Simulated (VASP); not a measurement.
# BaTiO3 (Pm-3m) in VASP: notebook

One crystal, BaTiO3, is run at these levels: PBE; tasks: single point.

Everything below comes from runs of VASP 6.6.1. Logs are shortened: lines on timing, memory, paths and dates and some standing lists are left out, and cuts for length are marked.

**1. Starting point**

The structure is cubic, space group Pm-3m (No. 221). Conventional cell: a = 4.006 Å, b = 4.006 Å, c = 4.006 Å, α = 90.00°, β = 90.00°, γ = 90.00°. Ba (site symmetry m-3m) is surrounded by 12 O at 2.83 Å. Ti (site symmetry m-3m) has 6 O at 2.00 Å as nearest neighbours. O (site symmetry 4/mmm) is surrounded by 2 Ti at 2.00 Å.

**2. Single point, PBE**

File INCAR:

```
  PREC = Accurate
  ENCUT = 340
  EDIFF = 1E-7
  ISMEAR = 0
  SIGMA = 0.05
  LREAL = False
  LASPH = True
  NELM = 100
  ALGO = Normal
  ISIF = 2
  LWAVE = False
  LCHARG = False
  GGA = PE
  NBANDS = 28
  ADDGRID = False
```

File KPOINTS:

```
regular mesh
0
Gamma
  4 4 4
```

File POSCAR:

```
BaTiO3
1.0
    4.0060000000      0.0000000000      0.0000000000
    0.0000000000      4.0060000000      0.0000000000
    0.0000000000      0.0000000000      4.0060000000
Ba Ti O
1 1 3
Direct
    0.5000000000      0.5000000000      0.5000000000
    0.0000000000      0.0000000000      0.0000000000
    0.0000000000      0.0000000000      0.5000000000
    0.0000000000      0.5000000000      0.0000000000
    0.5000000000      0.0000000000      0.0000000000
```

Potentials or basis: VASP PAW PBE potentials, release 64 (Ba_sv, Ti_sv, O).

Command:

```sh
$ cat potpaw_PBE.64/Ba_sv/POTCAR potpaw_PBE.64/Ti_sv/POTCAR potpaw_PBE.64/O/POTCAR > POTCAR
$ mpirun -np 1 vasp_std > vasp.out
```

OUTCAR:

```text
PREC = Accurate
   ENCUT = 340
   EDIFF = 1E-7
   ISMEAR = 0
   LREAL = False
   LASPH = True
   NELM = 100
   ISIF = 2
   GGA = PE

 Found     10 irreducible k-points:

 Following reciprocal coordinates:
            Coordinates               Weight
  0.000000  0.000000  0.000000      1.000000
  0.250000  0.000000  0.000000      6.000000
  0.500000  0.000000  0.000000      3.000000
  0.250000  0.250000  0.000000     12.000000
  0.500000  0.250000  0.000000     12.000000
  0.500000  0.500000  0.000000      3.000000
   k-points           NKPTS =     10   k-points in BZ     NKDIM =     10   number of bands    NBANDS=     28
   number of dos      NEDOS =    301   number of ions     NIONS =      5
   total plane-waves  NPLWV =  13824
   dimension x,y,z NGX =    24 NGY =   24 NGZ =   24
   dimension x,y,z NGXF=    48 NGYF=   48 NGZF=   48
   ions per type =               1   1   3
   NGX,Y,Z   is equivalent  to a cutoff of   9.96,  9.96,  9.96 a.u.
   NGXF,Y,Z  is equivalent  to a cutoff of  19.92, 19.92, 19.92 a.u.
 SYSTEM =  unknown system
   PREC   = accura    normal or accurate (medium, high low for compatibility)
   ISTART =      0    job   : 0-new  1-cont  2-samecut
   ICHARG =      2    charge: 1-file 2-atom 10-const
   ISPIN  =      1    spin polarized calculation?
   LNONCOLLINEAR =      F non collinear calculations
   LSORBIT =      F    spin-orbit coupling
   LASPH  =      T    aspherical Exc in radial PAW
   ENCUT  =  340.0 eV  24.99 Ry    5.00 a.u.   6.02  6.02  6.02*2*pi/ulx,y,z
   NELM   =    100;   NELMIN=  2; NELMDL= -5     # of ELM steps
   EDIFF  = 0.1E-06   stopping-criterion for ELM
   LREAL  =      F    real-space projection
   EDIFFG = 0.1E-05   stopping-criterion for IOM
   NSW    =      0    number of steps for IOM
   IBRION =     -1    ionic relax: 0-MD 1-quasi-New 2-CG
   NFREE  =      0    steps in history (QN), initial steepest desc. (CG)
   ISIF   =      2    stress and relaxation
   ISYM   =      2    0-nonsym 1-usesym 2-fastsym
   POTIM  = 0.5000    time-step for ionic-motion
   TEBEG  =    0.0;   TEEND  =   0.0 temperature during run
   PSTRESS=    0.0 pullay stress
   NELECT =      40.0000    total number of electrons
   NUPDOWN=      -1.0000    fix difference up-down
   EMIN   =  10.00;   EMAX   =-10.00  energy-range for DOS
   EFERMI =   0.00;   METHOD = LEGACY
   ISMEAR =     0;   SIGMA  =   0.05  broadening in eV -4-tet -1-fermi 0-gaus
   EFERMI_NEDOS =   21; number of points for ismear=-14 and -15
   IALGO  =     38    algorithm
   IMIX   =      4    mixing-type and parameters
     AMIX     =   0.40;   BMIX     =  1.00
     AMIX_MAG =   1.60;   BMIX_MAG =  1.00
  volume/ion in A,a.u.               =      12.86        86.77
  Fermi-wavevector in a.u.,A,eV,Ry     =   1.397603  2.641087 26.576187  1.953295
  Thomas-Fermi vector in A             =   2.520843
   LORBIT       =      0    0 simple, 1 ext, 2 COOP (PROOUT), +10 PAW based schemes
   GGA     = PE    functional components
   LHFCALC =     F    Hartree Fock is set to
   AEXX    =    0.0000 exact exchange contribution
   IVDW    =     0    specifies the selected vdW correction
   LEPSILON=     F    determine dielectric tensor
   LRPA    =     F    only Hartree local field effects (RPA)
 non-spin polarized calculation
 Gauss-broadening in eV      SIGMA  =   0.05
  energy-cutoff  :      340.00
  volume of cell :       64.29
 maximum number of plane-waves:       925
   NGX = 13   NGY = 13   NGZ = 13

 number of electron      39.9999974 magnetization

 Free energy of the ion-electron system (eV)
  ---------------------------------------------------
  ext. energy  EPLUGINS =         0.00000000
  ---------------------------------------------------
  free energy    TOTEN  =       -40.09746538 eV

  energy without entropy =      -40.09746538  energy(sigma->0) =      -40.09746538

 E-fermi :   4.1238     XC(G=0): -11.2431

 val. band max:        3.8014528232   @ k =   0.5000   0.5000   0.5000
 cond. band min:       5.5276298248   @ k =   0.0000   0.0000   0.0000
 fundamental gap:      1.7261770016
 Fermi energy:         4.1237837690

 k-point     1 :       0.0000    0.0000    0.0000
  band No.  band energies     occupation
      1     -52.8568      2.00000
      2     -29.0868      2.00000
      3     -29.0868      2.00000
      4     -29.0868      2.00000
      5     -21.0021      2.00000
      6     -13.1254      2.00000
[... 20 lines left out ...]
     27       8.8741      0.00000
     28      11.1517      0.00000

 k-point     2 :       0.2500    0.0000    0.0000
  band No.  band energies     occupation
      1     -52.8560      2.00000
      2     -29.1124      2.00000
      3     -29.0857      2.00000
      4     -29.0857      2.00000
      5     -20.9439      2.00000
      6     -13.1859      2.00000
[... 20 lines left out ...]
     27       9.9910      0.00000
     28      12.1800      0.00000

 k-point     3 :       0.5000    0.0000    0.0000
  band No.  band energies     occupation
      1     -52.8556      2.00000
      2     -29.1380      2.00000
      3     -29.0847      2.00000
      4     -29.0847      2.00000
      5     -20.8842      2.00000
      6     -13.3416      2.00000
[... 20 lines left out ...]
     27      11.4077      0.00000
     28      12.0122      0.00000

 k-point     4 :       0.2500    0.2500    0.0000
  band No.  band energies     occupation
      1     -52.8556      2.00000
      2     -29.1114      2.00000
      3     -29.1109      2.00000
      4     -29.0847      2.00000
      5     -20.8958      2.00000
      6     -13.0836      2.00000
[... 20 lines left out ...]
     27      11.0787      0.00000
     28      12.3860      0.00000

 k-point     5 :       0.5000    0.2500    0.0000
  band No.  band energies     occupation
      1     -52.8549      2.00000
      2     -29.1363      2.00000
      3     -29.1098      2.00000
      4     -29.0835      2.00000
      5     -20.8466      2.00000
      6     -13.0807      2.00000
[... 20 lines left out ...]
     27      12.4090      0.00000
     28      12.5556      0.00000

 k-point     6 :       0.5000    0.5000    0.0000
  band No.  band energies     occupation
      1     -52.8543      2.00000
      2     -29.1345      2.00000
      3     -29.1345      2.00000
      4     -29.0825      2.00000
      5     -20.8082      2.00000
      6     -12.7641      2.00000
[... 20 lines left out ...]
     27      12.0371      0.00000
     28      13.6996      0.00000

 [... further k-points ...]
[... 5 lines left out ...]
  --------------------------------------------------------------------------------------
  -------------------------------------------------------------------------------------
  Total       -5.6191938     -5.6191938     -5.6191938     -0.0000000     -0.0000000     -0.0000000
  in kB     -140.0398886   -140.0398886   -140.0398886     -0.0000000     -0.0000000     -0.0000000
  external PRESSURE =    -140.0398886 kB  Pullay stress =       0.0000000 kB

 VOLUME and BASIS-vectors are now :
 -----------------------------------------------------------------------------
  energy-cutoff  :      340.00
  volume of cell :       64.29
      direct lattice vectors                 reciprocal lattice vectors
     4.006000000  0.000000000  0.000000000     0.249625562  0.000000000  0.000000000
     0.000000000  4.006000000  0.000000000     0.000000000  0.249625562  0.000000000
     0.000000000  0.000000000  4.006000000     0.000000000  0.000000000  0.249625562

 POSITION                                       TOTAL-FORCE (eV/Angst)
 -----------------------------------------------------------------------------------
      2.00300      2.00300      2.00300         0.000000      0.000000      0.000000
      0.00000      0.00000      0.00000         0.000000      0.000000      0.000000
      0.00000      0.00000      2.00300         0.000000      0.000000      0.000000
      0.00000      2.00300      0.00000         0.000000      0.000000      0.000000
      2.00300      0.00000      0.00000         0.000000      0.000000      0.000000
 -----------------------------------------------------------------------------------
    total drift:                                0.000000      0.000000     -0.000000

  FREE ENERGIE OF THE ION-ELECTRON SYSTEM (eV)
  ---------------------------------------------------
  free  energy   TOTEN  =       -40.0974653792 eV

  energy  without entropy=      -40.0974653792  energy(sigma->0) =      -40.09746538
```

Run time: 5.3 s. Hardware: 1 thread of Intel Xeon 6975P-C (Granite Rapids), shared host; peak memory 0.14 GiB.

The run converged, but a check on its numbers failed (symmetry, net force, bounds or a known fault of this set-up), so they aren't taken as properties of the crystal.

Caveat: the cutoff lies under the usual one of these potentials, so the numbers hold a large basis-set error; spin-orbit coupling is left out, which moves the levels of the heavy elements.

**3. Single point, PBE**

INCAR, as its differences from that of step 2:

```diff
@@ -1,3 +1,3 @@
   PREC = Accurate
-  ENCUT = 340
+  ENCUT = 400
   EDIFF = 1E-7
```

KPOINTS is that of step 2.

POSCAR is that of step 2.

Potentials or basis: VASP PAW PBE potentials, release 64 (Ba_sv, Ti_sv, O).

Command:

```sh
$ cat potpaw_PBE.64/Ba_sv/POTCAR potpaw_PBE.64/Ti_sv/POTCAR potpaw_PBE.64/O/POTCAR > POTCAR
$ mpirun -np 1 vasp_std > vasp.out
```

Run time: 8.2 s. Hardware: 1 thread of Intel Xeon 6975P-C (Granite Rapids), shared host; peak memory 0.15 GiB.

These settings aren't checked as converged: the numbers below hold their error.

What came out:

* Free energy: -39.9985 eV
* Band gap on the k mesh: 1.72 eV, indirect (least direct gap 1.87 eV)

Caveat: the cutoff is under 1.25 times the usual one of these potentials, so pressure, stress and relaxed cells hold a basis-set (Pulay) error; spin-orbit coupling is left out, which moves the levels of the heavy elements.

**4. Single point, PBE**

INCAR, as its differences from that of step 3:

```diff
@@ -1,6 +1,6 @@
   PREC = Accurate
-  ENCUT = 400
+  ENCUT = 460
   EDIFF = 1E-7
   ISMEAR = 0
-  SIGMA = 0.05
+  SIGMA = 0.5
   LREAL = False
```

KPOINTS is that of step 3.

POSCAR is that of step 3.

Command:

```sh
$ cat potpaw_PBE.64/Ba_sv/POTCAR potpaw_PBE.64/Ti_sv/POTCAR potpaw_PBE.64/O/POTCAR > POTCAR
$ mpirun -np 1 vasp_std > vasp.out
```

Wall time 8.7 s (1 thread of Intel Xeon 6975P-C (Granite Rapids), shared host); peak memory 0.16 GiB.

These settings aren't checked as converged: the numbers below hold their error.

What came out:

- Free energy: -39.9624 eV
- Pressure: 2.7 GPa
- Band gap on the k mesh: 1.73 eV, indirect (least direct gap 1.87 eV)

Caveat: the cutoff is under 1.25 times the usual one of these potentials, so pressure, stress and relaxed cells hold a basis-set (Pulay) error; spin-orbit coupling is left out, which moves the levels of the heavy elements.

**5. For comparison**

An earlier run on the cell as given: functional PBEsol; potentials or basis VASP PAW PBE potentials, release 64 (Ba_sv, Ti_sv, O); cutoff 520 eV; k mesh 7 × 7 × 7; occupations fermi-dirac, width 0.05 eV; no spin polarisation.

- Pressure: -2.8 GPa
- Band gap on the k mesh: 1.76 eV, indirect (least direct gap 1.84 eV)
